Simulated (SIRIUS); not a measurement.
## Ag under changes of volume

One of the cells (17.389 Å³/atom); the others are scaled copies at fixed shape and fractional positions:

```
Ag
1.0
     0.00000    2.05628    2.05628
     2.05628    0.00000    2.05628
     2.05628    2.05628    0.00000
Ag
1
Cartesian
  0.0000 0.0000 0.0000
```

* Program: SIRIUS 7.12.0
* Functional: PBEsol
* Potentials or basis: PseudoDojo 0.4.1 PBEsol standard (scalar relativistic)
* Cutoff: 1127 eV
* Density cutoff: 4507 eV
* k mesh: 11 × 11 × 11
* Occupations: fermi-dirac, width 0.05 eV
* Spin: no spin polarisation

| volume (Å³/atom) | energy over the lowest point (meV/atom) | pressure (GPa) |
| --- | --- | --- |
| 16.025 | 8.04 | 4.7 |
| 16.366 | ? | ? |
| 16.707 | 0.00 | -0.8 |
| 17.389 | 12.47 | -5.0 |
| 17.730 | 24.71 | -6.6 |
| 18.071 | 40.18 | -8.0 |

**Question.** What does the run at 16.366 Å³/atom give?

**Answer.** Energy over the lowest point 1.10 meV/atom; pressure 1.7 GPa.

Worked out: A Birch-Murnaghan fit of order 3 (a polynomial in V^(-2/3)) to the other rows has its minimum at 16.60 Å³/atom with B0 = V·E''(V) = 122 GPa and B' = 6.1. It gives 1.06 meV/atom at 16.366 Å³/atom, against the run's 1.10, and -dE/dV = 1.8 GPa, against 1.7.

Energies are extrapolated to zero smearing.
